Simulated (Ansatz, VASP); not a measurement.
NiO: VASP beside Ansatz

```
Ni O
1.0
     0.00000    2.09430    2.09430
     2.09430    0.00000    2.09430
     2.09430    2.09430    0.00000
Ni O
1 1
Direct
  0.00000 0.00000 0.00000
  0.50000 0.50000 0.50000
```

Alike in both runs: functional r2SCAN; k mesh 12 × 12 × 12; occupations gaussian, width 0.02 eV; collinear spin.

Ansatz relaxed the structure, and its values are those at the end. VASP's run is a single point on that final structure, the one shown.

|  | VASP | Ansatz |
| --- | --- | --- |
| version | VASP 6.6.1 | Ansatz 0.2.0 |
| potentials or method | VASP PAW PBE potentials, release 64 (Ni, O) | scalar-relativistic, plane waves, PAW |
| plane-wave cutoff (eV) | 520 | 500 |
| valence electrons in the cell | 16 | 24 |

|  | VASP | Ansatz | Ansatz less VASP |
| --- | --- | --- | --- |
| gap on the k mesh at the Fermi level (eV) | 0.74 | 0.82 | +0.083 |
| least direct gap on the mesh (eV) | 1.75 | 1.83 | +0.078 |
| pressure (GPa) | 0.1 | 0.0 | -0.06 |
| net moment per atom (μB) | 1.00 | 1.00 | 0.000 |
| size of the moment on the site where the two differ most (μB) | 1.69 | 1.67 | -0.024 |

Site moments also hang on the region over which each program counts them. The two sets of potentials don't hold the same shells in valence.

Caveats: the PAW data sets were made with another functional, which shifts forces and pressure a little (VASP); a cell with one magnetic atom can't hold antiferromagnetic order, which such compounds often take. A k mesh can miss the band edges. r2SCAN opens gaps a little over a GGA but as a rule still falls short of measured ones.
